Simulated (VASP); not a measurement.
# Si (strained diamond): one PBE single-point calculation in two programs

```
Si
1.0
     0.00000    2.72212    2.72212
     2.83100    0.00000    2.72212
     2.83100    2.72212    0.00000
Si
2
Direct
  0.00000 0.00000 0.00000
  0.25000 0.25000 0.25000
```

Datasets and cutoffs are each program's own. VASP's cell holds 8 valence electrons and Ansatz's 8. Ansatz's stress includes a Pulay correction; VASP's doesn't.

Cutoffs: 520 eV in VASP, 420 eV in Ansatz. k meshes: 8×8×8 and 8×8×8.

```json
{"": "gap between bands v and c", "VASP": "0.45 eV", "Ansatz": "0.44 eV"}
{"": "least direct gap", "VASP": "2.30 eV", "Ansatz": "2.29 eV"}
{"": "pressure", "VASP": "-2.2 GPa", "Ansatz": "-2.1 GPa"}
```

Band v is the last that the valence electrons fill when counted band by band, and c is the next. Levels in eV from the top of v, Ansatz:

```json
{"point": "Γ", "v−1": "0.00", "v": "0.00", "c": "2.40", "c+1": "2.40"}
{"point": "X", "v−1": "-2.92", "v": "-2.92", "c": "0.60", "c+1": "0.60"}
{"point": "K", "v−1": "-4.17", "v": "-2.51", "c": "1.07", "c+1": "3.83"}
{"point": "L", "v−1": "-1.44", "v": "-1.07", "c": "1.22", "c+1": "3.18"}
{"point": "W", "v−1": "-3.74", "v": "-3.74", "c": "3.90", "c+1": "3.90"}
```

VASP:

| point | v−1 | v | c | c+1 |
| --- | --- | --- | --- | --- |
| Γ | 0.00 | 0.00 | 2.41 | 2.41 |
| X | -2.91 | -2.91 | 0.61 | 0.61 |
| K | -4.17 | -2.51 | 1.07 | 3.83 |
| L | -1.43 | -1.07 | 1.23 | 3.18 |
| W | -3.74 | -3.74 | 3.90 | 3.90 |
